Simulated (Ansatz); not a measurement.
Ionic part of the dielectric constant of MgO at 2 GPa, mode by mode

Theory: Ansatz, DFT LDA, scalar-relativistic, plane waves, PAW. Plane waves to 420 eV; Γ-centred k mesh 10×10×10; fixed occupations. No spin polarisation. Phonons by linear response, acoustic sum rule imposed.

Symmetry: Fm-3m, No. 225, cubic system. Conventional cell: a = 4.143 Å, b = 4.143 Å, c = 4.143 Å, α = 90.00°, β = 90.00°, γ = 90.00°. Mg (site symmetry m-3m) has 6 O at 2.07 Å as nearest neighbours. Around O (site symmetry m-3m) lie 6 Mg at 2.07 Å.

The primitive cell has V = 17.78 Å³ and ε∞,yy = 3.171. Each polar mode adds Δε = (4.92064×10⁷/V)·S/ν² along y, with S its oscillator strength in e²/amu, ν in cm⁻¹ and V in Å³.

Q: From these modes, find each Δε and ε0,yy.
```tsv
ν (cm⁻¹)	S_yy (e²/amu)
419.3	0.399
```

A:
| ν (cm⁻¹) | Δε |
| --- | --- |
| 419.3 | 6.28 |

The sum is 6.280, so ε0,yy = 9.45; the run's tensor has 9.45.

Q: Where do the longitudinal modes lie for a wave vector along y?

A: At 724 cm⁻¹. The Lyddane–Sachs–Teller product Π(ν_LO/ν_TO)² = 2.98 matches ε0/ε∞ = 2.98.

Cost: 1 run of about 0.13 core-minutes, on Intel Xeon Processor @ 2.70GHz (shared hosts).

Lattice polarisation supplies most of the static dielectric constant of MgO: the single polar mode adds 6.28 to an electronic part of 3.171. Rock salt has only one infrared-active optical branch, in which the Mg and O sublattices move against each other, so the whole ionic response rests on its strength and stiffness. With the reduced mass of the Mg–O pair, the oscillator strength implies a Born effective charge close to the formal ionic one, as expected for a strongly ionic oxide with little dynamic charge transfer. The same charge, only weakly screened by the electrons of a wide-gap insulator, produces the macroscopic field that lifts the longitudinal mode to 724 cm⁻¹, far above the transverse one at 419.3 cm⁻¹. The electronic part lies somewhat above the measured value for MgO, probably because LDA overestimates the electronic polarisability. The Lyddane–Sachs–Teller agreement shows internal consistency, not accuracy, since both sides draw on the same charges and electronic screening.
